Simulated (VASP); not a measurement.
# PtS2 (P-3m1) in VASP: notebook

One crystal, PtS2, is run at these levels: r2SCAN; tasks: single point.

Program: VASP 6.6.1. These are calculated values, not measurements. Logs are shortened: lines on timing, memory, paths and dates and some standing lists are left out, and cuts for length are marked.

### Step 1. The structure

Symmetry: P-3m1, No. 164, trigonal system. The conventional cell has a = 3.543 Å, b = 3.543 Å, c = 5.039 Å, α = 90.00°, β = 90.00°, γ = 120.00°. Around Pt (site symmetry -3m) lie 6 S at 2.34 Å. S (site symmetry 3m) has 3 Pt at 2.34 Å as nearest neighbours.

### Step 2. Single point, r2SCAN

INCAR

```
SYSTEM = PtS2
  PREC = Accurate
  ENCUT = 500
  EDIFF = 1E-7
  ISMEAR = 0
  SIGMA = 0.05
  LREAL = .FALSE.
  LASPH = .TRUE.
  NELM = 100
  ALGO = Normal
  ISIF = 2
  LWAVE = .FALSE.
  LCHARG = .FALSE.
  METAGGA = R2SCAN
  LMIXTAU = .TRUE.
  ADDGRID = .FALSE.
```

KPOINTS

```
regular mesh
0
G
  4 4 2
  0 0 0
```

POSCAR

```
PtS2
1.0
    3.5432000000      0.0000000000      0.0000000000
   -1.7716000000      3.0685012107      0.0000000000
    0.0000000000      0.0000000000      5.0388000000
Pt S
1 2
Direct
    0.0000000000      0.0000000000      0.0000000000
    0.6666666667      0.3333333333      0.7730000000
    0.3333333333      0.6666666667      0.2270000000
```

Potentials or basis: VASP PAW PBE potentials, release 64 (Pt, S).

The run is started by

```sh
$ cat potpaw_PBE.64/Pt/POTCAR potpaw_PBE.64/S/POTCAR > POTCAR
$ mpirun -np 1 vasp_std > vasp.out
```

OUTCAR:

```text
SYSTEM = PtS2
   PREC = Accurate
   ENCUT = 500
   EDIFF = 1E-7
   ISMEAR = 0
   LREAL = .FALSE.
   LASPH = .TRUE.
   NELM = 100
   ISIF = 2
   METAGGA = R2SCAN

 Found      8 irreducible k-points:

 Following reciprocal coordinates:
            Coordinates               Weight
  0.000000  0.000000  0.000000      1.000000
  0.250000  0.000000  0.000000      6.000000
  0.500000  0.000000  0.000000      3.000000
  0.250000  0.250000  0.000000      6.000000
  0.000000  0.000000  0.500000      1.000000
  0.250000  0.000000  0.500000      6.000000
   k-points           NKPTS =      8   k-points in BZ     NKDIM =      8   number of bands    NBANDS=     15
   number of dos      NEDOS =    301   number of ions     NIONS =      3
   total plane-waves  NPLWV =  31360
   dimension x,y,z NGX =    28 NGY =   28 NGZ =   40
   dimension x,y,z NGXF=    56 NGYF=   56 NGZF=   80
   ions per type =               1   2
   NGX,Y,Z   is equivalent  to a cutoff of  13.14, 13.14, 13.20 a.u.
   NGXF,Y,Z  is equivalent  to a cutoff of  26.28, 26.28, 26.39 a.u.
 SYSTEM =  PtS2
   PREC   = accura    normal or accurate (medium, high low for compatibility)
   ISTART =      0    job   : 0-new  1-cont  2-samecut
   ICHARG =      2    charge: 1-file 2-atom 10-const
   ISPIN  =      1    spin polarized calculation?
   LNONCOLLINEAR =      F non collinear calculations
   LSORBIT =      F    spin-orbit coupling
   LASPH  =      T    aspherical Exc in radial PAW
   ENCUT  =  500.0 eV  36.75 Ry    6.06 a.u.   6.46  6.46  9.19*2*pi/ulx,y,z
   NELM   =    100;   NELMIN=  2; NELMDL= -5     # of ELM steps
   EDIFF  = 0.1E-06   stopping-criterion for ELM
   LREAL  =      F    real-space projection
   EDIFFG = 0.1E-05   stopping-criterion for IOM
   NSW    =      0    number of steps for IOM
   IBRION =     -1    ionic relax: 0-MD 1-quasi-New 2-CG
   NFREE  =      0    steps in history (QN), initial steepest desc. (CG)
   ISIF   =      2    stress and relaxation
   ISYM   =      2    0-nonsym 1-usesym 2-fastsym
   POTIM  = 0.5000    time-step for ionic-motion
   TEBEG  =    0.0;   TEEND  =   0.0 temperature during run
   PSTRESS=    0.0 pullay stress
   NELECT =      22.0000    total number of electrons
   NUPDOWN=      -1.0000    fix difference up-down
   EMIN   =  10.00;   EMAX   =-10.00  energy-range for DOS
   EFERMI =   0.00;   METHOD = LEGACY
   ISMEAR =     0;   SIGMA  =   0.05  broadening in eV -4-tet -1-fermi 0-gaus
   EFERMI_NEDOS =   21; number of points for ismear=-14 and -15
   IALGO  =     38    algorithm
   IMIX   =      4    mixing-type and parameters
     AMIX     =   0.40;   BMIX     =  1.00
     AMIX_MAG =   1.60;   BMIX_MAG =  1.00
  volume/ion in A,a.u.               =      18.26       123.23
  Fermi-wavevector in a.u.,A,eV,Ry     =   1.207812  2.282434 19.848315  1.458810
  Thomas-Fermi vector in A             =   2.343439
   LORBIT       =      0    0 simple, 1 ext, 2 COOP (PROOUT), +10 PAW based schemes
   METAGGA = R2SCAN    functional components
   LHFCALC =     F    Hartree Fock is set to
   AEXX    =    0.0000 exact exchange contribution
   IVDW    =     0    specifies the selected vdW correction
   LEPSILON=     F    determine dielectric tensor
   LRPA    =     F    only Hartree local field effects (RPA)
 non-spin polarized calculation
 Gauss-broadening in eV      SIGMA  =   0.05
  energy-cutoff  :      500.00
  volume of cell :       54.78
 maximum number of plane-waves:      1411
 NGX is ok and might be reduce to    28
   NGX = 13   NGY = 13   NGZ = 19

 number of electron      22.0000001 magnetization

 Free energy of the ion-electron system (eV)
  ---------------------------------------------------
  ext. energy  EPLUGINS =         0.00000000
  ---------------------------------------------------
  free energy    TOTEN  =       -68.75604841 eV

  energy without entropy =      -68.75604841  energy(sigma->0) =      -68.75604841

 E-fermi :   6.6203     XC(G=0): -11.2823

 val. band max:        6.4070205809   @ k =   0.0000   0.0000   0.0000
 cond. band min:       7.7220884839   @ k =   0.2500   0.2500   0.0000
 fundamental gap:      1.3150679030
 Fermi energy:         6.6202734358

 k-point     1 :       0.0000    0.0000    0.0000
  band No.  band energies     occupation
      1      -9.7098      2.00000
      2      -6.3456      2.00000
      3      -0.7922      2.00000
      4      -0.7922      2.00000
      5      -0.6694      2.00000
      6       2.3534      2.00000
      7       2.3534      2.00000
      8       4.6303      2.00000
      9       5.3218      2.00000
     10       5.3218      2.00000
     11       6.4070      2.00000
     12       9.1520      0.00000
     13       9.1520      0.00000
     14      11.7405      0.00000
     15      12.8990      0.00000

 k-point     2 :       0.2500    0.0000    0.0000
  band No.  band energies     occupation
      1      -8.8980      2.00000
      2      -6.8040      2.00000
      3      -0.3117      2.00000
      4      -0.2826      2.00000
      5       0.2272      2.00000
      6       1.1267      2.00000
      7       1.9872      2.00000
      8       3.3542      2.00000
      9       4.9203      2.00000
     10       4.9312      2.00000
     11       5.8385      2.00000
     12       8.2172      0.00000
     13       9.0384      0.00000
     14      12.4768      0.00000
     15      14.8047      0.00000

 k-point     3 :       0.5000    0.0000    0.0000
  band No.  band energies     occupation
      1      -7.6393      2.00000
      2      -7.3548      2.00000
      3      -1.3178      2.00000
      4       0.1077      2.00000
      5       1.0706      2.00000
      6       1.9990      2.00000
      7       2.9727      2.00000
      8       3.0090      2.00000
      9       3.1146      2.00000
     10       3.4125      2.00000
     11       4.1030      2.00000
     12       8.4670      0.00000
     13       9.5506      0.00000
     14      12.4039      0.00000
     15      13.5792      0.00000

 k-point     4 :       0.2500    0.2500    0.0000
  band No.  band energies     occupation
      1      -7.7702      2.00000
      2      -7.2170      2.00000
      3      -0.5204      2.00000
      4       0.0562      2.00000
      5       0.3187      2.00000
      6       1.3631      2.00000
      7       1.7336      2.00000
      8       3.0545      2.00000
      9       3.6605      2.00000
     10       4.1073      2.00000
     11       5.7551      2.00000
     12       7.7221      0.00000
     13       8.4223      0.00000
     14      12.6985      0.00000
     15      14.9658      0.00000

 k-point     5 :       0.0000    0.0000    0.5000
  band No.  band energies     occupation
      1      -9.4172      2.00000
      2      -7.0647      2.00000
      3      -0.7705      2.00000
      4      -0.7705      2.00000
      5       0.6250      2.00000
      6       2.3301      2.00000
      7       2.3301      2.00000
      8       3.9774      2.00000
      9       5.1296      2.00000
     10       5.1296      2.00000
     11       5.5887      2.00000
     12       9.6408      0.00000
     13       9.6408      0.00000
     14      12.4477      0.00000
     15      14.4499      0.00000

 k-point     6 :       0.2500    0.0000    0.5000
  band No.  band energies     occupation
      1      -8.6225      2.00000
      2      -7.2225      2.00000
      3      -0.7388      2.00000
      4      -0.2930      2.00000
      5       0.6156      2.00000
      6       1.5099      2.00000
      7       1.9602      2.00000
      8       3.4798      2.00000
      9       5.0993      2.00000
     10       5.1849      2.00000
     11       5.6535      2.00000
     12       7.8315      0.00000
     13       8.7139      0.00000
     14      12.5012      0.00000
     15      14.2485      0.00000

 [... further k-points ...]

------------------------ aborting loop because EDIFF is reached ----------------------------------------

  FORCE on cell =-STRESS in cart. coord.  units (eV):
  Direction    XX          YY          ZZ          XY          YZ          ZX
  --------------------------------------------------------------------------------------
  -------------------------------------------------------------------------------------
  Total        3.1830366      3.1830366      2.9812475      0.0000000      0.0000000      0.0000000
  in kB       93.0900217     93.0900217     87.1885633      0.0000000      0.0000000      0.0000000
  external PRESSURE =      91.1228689 kB  Pullay stress =       0.0000000 kB

 VOLUME and BASIS-vectors are now :
 -----------------------------------------------------------------------------
  energy-cutoff  :      500.00
  volume of cell :       54.78
      direct lattice vectors                 reciprocal lattice vectors
     3.543200000  0.000000000  0.000000000     0.282230752  0.162946001  0.000000000
    -1.771600000  3.068501211  0.000000000     0.000000000  0.325892001  0.000000000
     0.000000000  0.000000000  5.038800000     0.000000000  0.000000000  0.198459951

 POSITION                                       TOTAL-FORCE (eV/Angst)
 -----------------------------------------------------------------------------------
      0.00000      0.00000      0.00000         0.000000      0.000000      0.000000
      1.77160      1.02283      3.89499         0.000000     -0.000000     -1.299226
     -0.00000      2.04567      1.14381        -0.000000      0.000000      1.299226
 -----------------------------------------------------------------------------------
    total drift:                                0.000000     -0.000000      0.000000

  FREE ENERGIE OF THE ION-ELECTRON SYSTEM (eV)
  ---------------------------------------------------
  free  energy   TOTEN  =       -68.7560484089 eV

  energy  without entropy=      -68.7560484089  energy(sigma->0) =      -68.75604841
```

It took 26 s on 1 thread of Intel Xeon Platinum 8559C (Emerald Rapids), shared host; peak memory 0.18 GiB.

These settings aren't checked as converged: the numbers below hold their error.

What came out:

| Property | Result |
| --- | --- |
| Free energy | -68.7560 eV |
| Pressure | 9.1 GPa |
| Largest force | 1.299 eV/Å |
| Band gap on the k mesh | 1.32 eV, indirect (least direct gap 1.97 eV) |

Caveat: the k mesh is coarse (spacing up to 0.62 Å⁻¹), so the values aren't converged; the PAW data sets were made with another functional, which shifts forces and pressure a little; spin-orbit coupling is left out, which moves the levels of the heavy elements.

### Step 3. Single point, r2SCAN

INCAR, as its differences from that of step 2:

```diff
@@ -2,3 +2,3 @@
   PREC = Accurate
-  ENCUT = 500
+  ENCUT = 600
   EDIFF = 1E-7
```

KPOINTS is that of step 2.

POSCAR is that of step 2.

Potentials or basis: VASP PAW PBE potentials, release 64 (Pt, S).

The run is started by

```sh
$ cat potpaw_PBE.64/Pt/POTCAR potpaw_PBE.64/S/POTCAR > POTCAR
$ mpirun -np 1 vasp_std > vasp.out
```

Wall time 24 s (1 thread of Intel Xeon Platinum 8559C (Emerald Rapids), shared host); peak memory 0.18 GiB.

These settings aren't checked as converged: the numbers below hold their error.

Results:

```
Free energy            : -68.7560 eV
Pressure               : 9.1 GPa
Largest force          : 1.300 eV/Å
Band gap on the k mesh : 1.32 eV, indirect (least direct gap 1.97 eV)
```

Caveat: the k mesh is coarse (spacing up to 0.62 Å⁻¹), so the values aren't converged; the PAW data sets were made with another functional, which shifts forces and pressure a little; spin-orbit coupling is left out, which moves the levels of the heavy elements.

(Continued in part 2 of 2.)
